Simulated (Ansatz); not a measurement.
The system is SnO2.

```
Sn O
1.0
     3.23058    0.00000    0.00000
    -1.61529    2.79776    0.00000
     0.00000    0.00000   10.79056
Sn O
2 4
Cartesian
  0.0000 0.0000 0.0000
  0.0000 0.0000 5.3953
  0.0000 1.8652 9.7748
  0.0000 1.8652 6.4111
  1.6153 0.9326 1.0158
  1.6153 0.9326 4.3795
```

Measurements of this composition are mostly on another form, of space group No. 136.

- Program: Ansatz 0.2.0
- Task: relaxation of cell and atoms
- Functional: r2SCAN
- Potentials or basis: Ansatz PAW
- Cutoff: 500 eV (not typed: the program's choice for these potentials)
- k mesh: 9 × 9 × 3
- Occupations: fermi-dirac, width 0.05 eV
- Spin: no spin polarisation

At the start: volume 16.25 Å³/atom.

Q: Where does the relaxation end?

A: It ends after 7 steps and the volume is 16.29 Å³/atom (+0.2 %); space group P6_3/mmc (No. 194, to 0.05 Å).

The path:
```tsv
step	energy change (eV)	largest force (eV/Å)	volume (Å³)
1	0.0000	0.6305	97.53
2	-0.0916	0.0275	95.49
3	-0.0917	0.0437	96.37
4	-0.0923	0.0058	96.52
5	-0.0924	0.0016	97.17
6	-0.0923	0.0008	97.74
7	-0.0923	0.0008	97.74
```

Final structure:
```cif
data_structure
_symmetry_space_group_name_H-M 'P 1'
_symmetry_Int_Tables_number 1
_cell_length_a 3.1886
_cell_length_b 3.1886
_cell_length_c 11.1005
_cell_angle_alpha 90.000
_cell_angle_beta 90.000
_cell_angle_gamma 120.000
_cell_volume 97.74
loop_
_atom_site_label
_atom_site_type_symbol
_atom_site_fract_x
_atom_site_fract_y
_atom_site_fract_z
_atom_site_occupancy
Sn1 Sn 0.00000 0.00000 0.00000 1
Sn2 Sn 0.00000 0.00000 0.50000 1
O1 O 0.33333 0.66667 0.91070 1
O2 O 0.33333 0.66667 0.58930 1
O3 O 0.66667 0.33333 0.08930 1
O4 O 0.66667 0.33333 0.41070 1
```

Caveat: the plane-wave basis is chosen anew once the cell has moved, so the energies of steps on either side of that aren't comparable; the PAW data sets come from PBE, with cores solved anew for the run's functional, which leaves a small shift of forces and pressure.
